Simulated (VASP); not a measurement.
# MgO (Fm-3m) in VASP: band structure with PBE-EpsX

Aim: the band structure of MgO with PBE-EpsX.

Everything below comes from runs of VASP 6.6.1. Logs are shortened: lines on timing, memory, paths and dates and some standing lists are left out, and cuts for length are marked.

**Experimental background.**

“Electronic structure of alkaline earth and post-transition metal oxides”, 2009, arxiv:0908.1581 quotes, for a bulk crystal of MgO: band gap 7.83 eV.

How close the calculation comes is told below.

**1. Starting point**

Symmetry: Fm-3m, No. 225, cubic system. Conventional cell: a = 4.210 Å, b = 4.210 Å, c = 4.210 Å, α = 90.00°, β = 90.00°, γ = 90.00°. Around Mg (site symmetry m-3m) lie 6 O at 2.10 Å. O (site symmetry m-3m) has 6 Mg at 2.10 Å as nearest neighbours.

**2. Band structure, PBE-EpsX**

File POSCAR:

```
MgO                                     
1.0
    0.0000000000      2.1048952452      2.1048952452
    2.1048952452      0.0000000000      2.1048952452
    2.1048952452      2.1048952452      0.0000000000
  Mg              O             
     1     1
Direct
     0.0000000000000000    0.0000000000000000    0.0000000000000000
     0.5000000000000000    0.5000000000000000    0.5000000000000000
```

File INCAR.step1:

```
ALGO = Normal ; EDIFF = 1E-8
ENCUT = 520 ; GGA = PE
ISIF = 2 ; ISMEAR = 0
KPAR = 4 ; LASPH = True
LCHARG = False ; LEPSILON = True
LREAL = False ; LWAVE = False
NELM = 100 ; PREC = Accurate
SIGMA = 0.02
```

File KPOINTS.step1:

```
Automatic mesh
0
G
  12 12 12
  0 0 0
```

File INCAR.step2:

```
ALGO = Normal ; EDIFF = 1E-5
ENCUT = 520 ; GGA = PE
ISIF = 2 ; ISMEAR = 0
KPAR = 4 ; LASPH = True
LCHARG = False ; LREAL = False
LWAVE = True ; NELM = 100
PREC = Accurate ; SIGMA = 0.02
```

File KPOINTS.step2:

```
k-points
0
Gamma
  8 8 8
```

File INCAR.step3:

```
AEXX = 0.3195 ; ALGO = Normal
EDIFF = 1E-7 ; ENCUT = 520
GGA = PE ; HFRCUT = -1
ISIF = 2 ; ISMEAR = 0
ISTART = 1 ; KPAR = 4
LASPH = True ; LCHARG = False
LHFCALC = True ; LREAL = False
LWAVE = False ; NELM = 100
PREC = Accurate ; PRECFOCK = Fast
SIGMA = 0.02
```

File KPOINTS.step3:

```
k-points
0
Gamma
  8 8 8
```

File KPOINTS_OPT:

```
path GXWKGLUWLK,UX
8
line-mode
reciprocal
 0.0000000000  0.0000000000  0.0000000000  G
 0.5000000000  0.0000000000  0.5000000000  X

 0.5000000000  0.0000000000  0.5000000000  X
 0.5000000000  0.2500000000  0.7500000000  W

 0.5000000000  0.2500000000  0.7500000000  W
 0.3750000000  0.3750000000  0.7500000000  K

 0.3750000000  0.3750000000  0.7500000000  K
 0.0000000000  0.0000000000  0.0000000000  G

 0.0000000000  0.0000000000  0.0000000000  G
 0.5000000000  0.5000000000  0.5000000000  L

 0.5000000000  0.5000000000  0.5000000000  L
 0.6250000000  0.2500000000  0.6250000000  U

 0.6250000000  0.2500000000  0.6250000000  U
 0.5000000000  0.2500000000  0.7500000000  W

 0.5000000000  0.2500000000  0.7500000000  W
 0.5000000000  0.5000000000  0.5000000000  L

 0.5000000000  0.5000000000  0.5000000000  L
 0.3750000000  0.3750000000  0.7500000000  K

 0.6250000000  0.2500000000  0.6250000000  U
 0.5000000000  0.0000000000  0.5000000000  X
```

Potentials or basis: VASP PAW PBE potentials, release 64 (Mg, O).

The run is started by

```sh
cat potpaw_PBE.64/Mg/POTCAR potpaw_PBE.64/O/POTCAR > POTCAR
cp INCAR.step1 INCAR
cp KPOINTS.step1 KPOINTS
mpirun -np 4 vasp_std > vasp.out
cp INCAR.step2 INCAR
cp KPOINTS.step2 KPOINTS
mpirun -np 4 vasp_std > vasp.out
cp INCAR.step3 INCAR
cp KPOINTS.step3 KPOINTS
mpirun -np 4 vasp_std > vasp.out
```

OUTCAR:

```text
AEXX = 0.3195
   EDIFF = 1E-7
   ENCUT = 520
   GGA = PE
   ISIF = 2
   ISMEAR = 0
   ISTART = 1
   LASPH = True
   LHFCALC = True
   LREAL = False
   NELM = 100
   PREC = Accurate
   PRECFOCK = Fast

 ion  position               nearest neighbor table
   1  0.000  0.000  0.000-   2 2.10   2 2.10   2 2.10   2 2.10   2 2.10   2 2.10
   2  0.500  0.500  0.500-   1 2.10   1 2.10   1 2.10   1 2.10   1 2.10   1 2.10

  LATTYP: Found a face centered cubic cell.
 ALAT       =     4.2097904904

  Lattice vectors:

 A1 = (   0.0000000000,   2.1048952452,   2.1048952452)
 A2 = (   2.1048952452,   0.0000000000,   2.1048952452)
 A3 = (   2.1048952452,   2.1048952452,   0.0000000000)

Analysis of symmetry for initial positions (statically):
=====================================================================
 Subroutine PRICEL returns:
 Original cell was already a primitive cell.

 Routine SETGRP: Setting up the symmetry group for a
 face centered cubic supercell.

 Subroutine GETGRP returns: Found 48 space group operations
 (whereof 48 operations were pure point group operations)
 out of a pool of 48 trial point group operations.

The static configuration has the point symmetry O_h .

Analysis of symmetry for dynamics (positions and initial velocities):
=====================================================================
 Subroutine PRICEL returns:
 Original cell was already a primitive cell.

 Routine SETGRP: Setting up the symmetry group for a
 face centered cubic supercell.

 Subroutine GETGRP returns: Found 48 space group operations
 (whereof 48 operations were pure point group operations)
 out of a pool of 48 trial point group operations.

The dynamic configuration has the point symmetry O_h .

 Subroutine INISYM returns: Found 48 space group operations
 (whereof 48 operations are pure point group operations),
 and found     1 'primitive' translations

----------------------------------------------------------------------------------------

                                     Primitive cell

  volume of cell :      18.6518

  direct lattice vectors                    reciprocal lattice vectors
     0.000000000  2.104895245  2.104895245    -0.237541512  0.237541512  0.237541512
     2.104895245  0.000000000  2.104895245     0.237541512 -0.237541512  0.237541512
     2.104895245  2.104895245  0.000000000     0.237541512  0.237541512 -0.237541512

  length of vectors
     2.976771403  2.976771403  2.976771403     0.411433968  0.411433968  0.411433968

[... 89 lines left out ...]
   TEBEG  =    0.0;   TEEND  =   0.0 temperature during run
   PSTRESS=    0.0 pullay stress
   NELECT =       8.0000    total number of electrons
   NUPDOWN=      -1.0000    fix difference up-down
   EMIN   =  10.00;   EMAX   =-10.00  energy-range for DOS
   EFERMI =   0.00;   METHOD = LEGACY
   ISMEAR =     0;   SIGMA  =   0.02  broadening in eV -4-tet -1-fermi 0-gaus
   EFERMI_NEDOS =   21; number of points for ismear=-14 and -15
   IALGO  =     38    algorithm
   IMIX   =      1    mixing-type and parameters
     AMIX     =   0.40;   BMIX     =  1.00
     AMIX_MAG =   1.60;   BMIX_MAG =  1.00
  volume/ion in A,a.u.               =       9.33        62.93
  Fermi-wavevector in a.u.,A,eV,Ry     =   1.234613  2.333081 20.738958  1.524270
  Thomas-Fermi vector in A             =   2.369296
   LORBIT       =      0    0 simple, 1 ext, 2 COOP (PROOUT), +10 PAW based schemes
   GGA     = PE    functional components
   LHFCALC =     T    Hartree Fock is set to
   PRECFOCK=fast      Normal, Fast or Accurate (Low or Medium for compatibility)
   ENCUT4O =  -1.0   cutoff for four orbital integrals eV
   NKREDX  =     1    reduce k-point grid by
   NKREDY  =     1    reduce k-point grid by
   NKREDZ  =     1    reduce k-point grid by
   AEXX    =    0.3195 exact exchange contribution
   HFSCREEN=    0.0000 screening length (either q_TF or 0.3 A-1)
   HFSCREENC=   0.0000 screening length for correlation (either q_TF or 0.3 A-1)
   ENCUTFOCK=  -1.0 apply spherical cutoff to Coloumb kernel
   IVDW    =     0    specifies the selected vdW correction
   LEPSILON=     F    determine dielectric tensor
   LRPA    =     F    only Hartree local field effects (RPA)
 non-spin polarized calculation
 Gauss-broadening in eV      SIGMA  =   0.02
  energy-cutoff  :      520.00
  volume of cell :       18.65
 maximum number of plane-waves:       531
 NGX is ok and might be reduce to    24
  NGX = 14; NGY = 14; NGZ = 14

 number of electron       8.0000005 magnetization

 Free energy of the ion-electron system (eV)
  ---------------------------------------------------
  ext. energy  EPLUGINS =         0.00000000
  ---------------------------------------------------
  free energy    TOTEN  =       -15.59548743 eV

  energy without entropy =      -15.59548743  energy(sigma->0) =      -15.59548743

 E-fermi :   1.2931     XC(G=0):  -8.0401

 val. band max:        1.0939537531   @ k =   0.0000   0.0000   0.0000
 cond. band min:       8.9909059560   @ k =   0.0000   0.0000   0.0000
 fundamental gap:      7.8969522029
 Fermi energy:         1.2930634877

 k-point     1 :       0.0000    0.0000    0.0000
  band No.  band energies     occupation
      1     -18.1975      2.00000
      2       1.0939      2.00000
      3       1.0939      2.00000
      4       1.0940      2.00000
      5       8.9909      0.00000
      6      20.4067      0.00000
      7      20.4067      0.00000
      8      20.4067      0.00000
[... 243 lines left out ...]
 k-point    24 :      -0.3750    0.2500    0.1250
  band No.  band energies     occupation
      1     -16.6636      2.00000
      2      -3.2927      2.00000
      3      -1.0362      2.00000
      4      -0.0132      2.00000
      5      14.1663      0.00000
      6      17.0542      0.00000
      7      18.1599      0.00000
      8      21.7492      0.00000

 [... further k-points ...]
[... 5 lines left out ...]
  --------------------------------------------------------------------------------------
  -------------------------------------------------------------------------------------
  Total       -0.3178650     -0.3178650     -0.3178650      0.0000000     -0.0000000     -0.0000000
  in kB      -27.3043523    -27.3043523    -27.3043523      0.0000000     -0.0000000     -0.0000000
  external PRESSURE =     -27.3043523 kB  Pullay stress =       0.0000000 kB

 VOLUME and BASIS-vectors are now :
 -----------------------------------------------------------------------------
  energy-cutoff  :      520.00
  volume of cell :       18.65
      direct lattice vectors                 reciprocal lattice vectors
     0.000000000  2.104895245  2.104895245    -0.237541512  0.237541512  0.237541512
     2.104895245  0.000000000  2.104895245     0.237541512 -0.237541512  0.237541512
     2.104895245  2.104895245  0.000000000     0.237541512  0.237541512 -0.237541512

 POSITION                                       TOTAL-FORCE (eV/Angst)
 -----------------------------------------------------------------------------------
      0.00000      0.00000      0.00000         0.000000     -0.000000      0.000000
      2.10490      2.10490      2.10490        -0.000000      0.000000     -0.000000
 -----------------------------------------------------------------------------------
    total drift:                               -0.000000     -0.000000     -0.000000

  FREE ENERGIE OF THE ION-ELECTRON SYSTEM (eV)
  ---------------------------------------------------
  free  energy   TOTEN  =       -15.5954874262 eV

  energy  without entropy=      -15.5954874262  energy(sigma->0) =      -15.59548743
```

OUTCAR.step2:

```text
EDIFF = 1E-5
   ENCUT = 520
   GGA = PE
   ISIF = 2
   ISMEAR = 0
[... 487 lines left out ...]
 -----------------------------------------------------------------------------------
      0.00000      0.00000      0.00000         0.000000      0.000000      0.000000
      2.10490      2.10490      2.10490        -0.000000     -0.000000     -0.000000
 -----------------------------------------------------------------------------------
    total drift:                               -0.000000     -0.000000      0.000000

  FREE ENERGIE OF THE ION-ELECTRON SYSTEM (eV)
  ---------------------------------------------------
  free  energy   TOTEN  =       -11.9047118153 eV

  energy  without entropy=      -11.9047118153  energy(sigma->0) =      -11.90471182
```

It took 5.2 min on 4 MPI ranks of Intel Xeon Platinum 8559C (Emerald Rapids), shared host; peak memory 0.2 GiB.

What came out:

| Quantity | Value |
| --- | --- |
| Free energy | -15.5955 eV |
| Pressure | -2.7 GPa |
| Band gap on the k mesh | 7.90 eV, direct |
| Band gap along the path | 7.90 eV, direct |

Levels at the corners of the path, in eV from the valence-band top:
```tsv
point	band 1	band 2	band 3	band 4	band 5	band 6	band 7	band 8
Γ	-19.29	0.00	0.00	0.00	7.90	19.31	19.31	19.31
X	-17.64	-4.51	-1.52	-1.52	12.31	13.39	17.00	23.07
X	-17.64	-4.51	-1.52	-1.52	12.31	13.39	17.00	23.07
W	-17.58	-3.26	-3.26	-1.95	15.22	15.22	15.79	19.23
W	-17.58	-3.26	-3.26	-1.95	15.22	15.22	15.79	19.23
K	-17.62	-3.85	-2.98	-1.29	13.43	15.38	16.29	22.05
K	-17.62	-3.85	-2.98	-1.29	13.43	15.38	16.29	22.10
Γ	-19.29	0.00	0.00	0.00	7.90	19.31	19.31	19.31
Γ	-19.29	0.00	0.00	0.00	7.90	19.31	19.31	19.31
L	-17.92	-5.06	-0.74	-0.74	11.15	16.51	19.90	19.90
L	-17.92	-5.06	-0.74	-0.74	11.15	16.51	19.90	19.90
U	-17.62	-3.85	-2.98	-1.29	13.43	15.38	16.29	22.12
U	-17.62	-3.85	-2.98	-1.29	13.43	15.38	16.29	22.05
W	-17.58	-3.26	-3.26	-1.95	15.22	15.22	15.79	19.23
W	-17.58	-3.26	-3.26	-1.95	15.22	15.22	15.79	19.23
L	-17.92	-5.06	-0.74	-0.74	11.15	16.51	19.90	19.90
L	-17.92	-5.06	-0.74	-0.74	11.15	16.51	19.90	19.90
K	-17.62	-3.85	-2.98	-1.29	13.43	15.38	16.29	22.06
U	-17.62	-3.85	-2.98	-1.29	13.43	15.38	16.29	22.13
X	-17.64	-4.51	-1.52	-1.52	12.31	13.39	17.00	23.07
```

Caveat: the PAW data sets were made with another functional, which shifts forces and pressure a little.

**3. Against experiment**

Step 2. Against the measured gap of MgO, 7.83 eV (quoted in “Electronic structure of alkaline earth and post-transition metal oxides”, 2009, arxiv:0908.1581), the calculated 7.90 eV is off by +0.07 eV. The value is that of PBE-EpsX, without temperature or zero-point motion.
